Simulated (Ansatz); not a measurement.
# Pressure against volume: V

```cif
data_structure
_symmetry_space_group_name_H-M 'P 1'
_symmetry_Int_Tables_number 1
_cell_length_a 2.6799
_cell_length_b 2.6799
_cell_length_c 2.6799
_cell_angle_alpha 60.000
_cell_angle_beta 60.000
_cell_angle_gamma 60.000
_cell_volume 13.61
loop_
_atom_site_label
_atom_site_type_symbol
_atom_site_fract_x
_atom_site_fract_y
_atom_site_fract_z
_atom_site_occupancy
V1 V 0.00000 0.00000 0.00000 1
```

The runs use the primitive cell with vectors (0.000, 1.895, 1.895), (1.895, 0.000, 1.895), (1.895, 1.895, 0.000) Å, to which the k mesh refers.

The cell is COD entry 1534881, as deposited and not checked against the literature; nothing was relaxed.

Levels of theory: DFT, PBE, all-electron LAPW, scalar-relativistic (Ansatz 0.2.0); DFT, PBE, PAW with Ansatz's default frozen-core files, scalar-relativistic (Ansatz 0.2.0).

For LAPW: a Γ-centred 16×16×16 k mesh, Fermi–Dirac smearing of 0.05 eV, basis error target 1 meV/atom, spin-polarised from start moments V 1.5 μB (the moments died away, and the run ended non-magnetic). PAW takes a cutoff of 420 eV at this cell. The Ansatz runs share mesh, smearing and spin set-up. Plane-wave (PAW) pressures include the program's estimate of the Pulay term.

The cell above is scaled evenly, with fractional coordinates and shape held.

```csv
V/V(cell),V (Å³/atom),"P, LAPW (GPa)","P, PAW (GPa)","free energy over the lowest listed, PAW (meV/atom)"
0.9500,12.929,14.64,14.70,42.1
0.9750,13.270,?,?,?
1.0000,13.610,3.90,3.92,3.4
1.0250,13.950,-0.61,-0.59,0.0
1.0500,14.290,-4.60,-4.59,5.6
```

Problem. Fill in the row V/V(cell) = 0.9750.

Solution. P, LAPW (GPa) = 8.96, P, PAW (GPa) = 9.00, free energy over the lowest listed, PAW (meV/atom) = 17.1.

Problem. What do Birch–Murnaghan fits to the pressures give?

Solution. LAPW: V0 = 13.90 Å³/atom, B0 = 176 GPa, B0′ = 3.8; PAW: V0 = 13.90 Å³/atom, B0 = 176 GPa, B0′ = 3.8.

PAW's V0 lies 0.01 % from the all-electron value and its B0 0.2 %. Symmetry fixes shape and coordinates here, so this is the relaxed modulus.
